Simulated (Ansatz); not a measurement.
Crystal: TePt.

```
Pt Te
1.0
     3.95488    0.00000    0.00000
    -1.97744    3.42502    0.00000
     0.00000    0.00000    3.85976
Pt Te
1 1
Cartesian
  0.0000 0.0000 0.0000
  1.9774 1.1417 1.9299
```

Measurements of this composition are mostly on another form, of space group No. 166.

```yaml
Program: Ansatz 0.2.0
Task: relaxation of cell and atoms
Functional: HSEsol
Potentials_or_basis: Ansatz PAW
Cutoff: "420 eV (not typed: the program's choice for these potentials)"
k_mesh: 4 × 4 × 4
Occupations: fermi-dirac, width 0.05 eV
Spin: no spin polarisation
```

At the start: volume 26.14 Å³/atom.

Problem. Where does the relaxation end?

Solution. It ends after 6 steps and the volume is 21.33 Å³/atom (-18.4 %); space group P-6m2 (No. 187, to 0.05 Å).

Step by step:
| step | energy change (eV) | largest force (eV/Å) | volume (Å³) |
| --- | --- | --- | --- |
| 1 | 0.0000 | 0.0000 | 52.28 |
| 2 | -0.5362 | 0.0000 | 46.65 |
| 3 | -0.7176 | 0.0000 | 42.44 |
| 4 | -0.7233 | 0.0000 | 42.69 |
| 5 | -0.7244 | 0.0000 | 42.65 |
| 6 | -0.7215 | 0.0000 | 42.65 |

Final structure:
```yaml
crystal:
  lattice:
    - [3.79799, 0.00000, 0.00000]
    - [-1.89899, 3.28916, 0.00000]
    - [0.00000, 0.00000, 3.41425]
  atoms:
    - { symbol: Pt, position: [0.00000, 0.00000, 0.00000] }
    - { symbol: Te, position: [0.66667, 0.33333, 0.50000] }
```

Caveat: the k mesh is coarse (spacing up to 0.46 Å⁻¹), so the values aren't converged, least of all with exact exchange; the volume moved by over 15 % at a fixed basis, so the end points are rough; the plane-wave basis is chosen anew once the cell has moved, so the energies of steps on either side of that aren't comparable; the PAW data sets come from PBE, with cores solved anew for the run's functional, which leaves a small shift of forces and pressure.
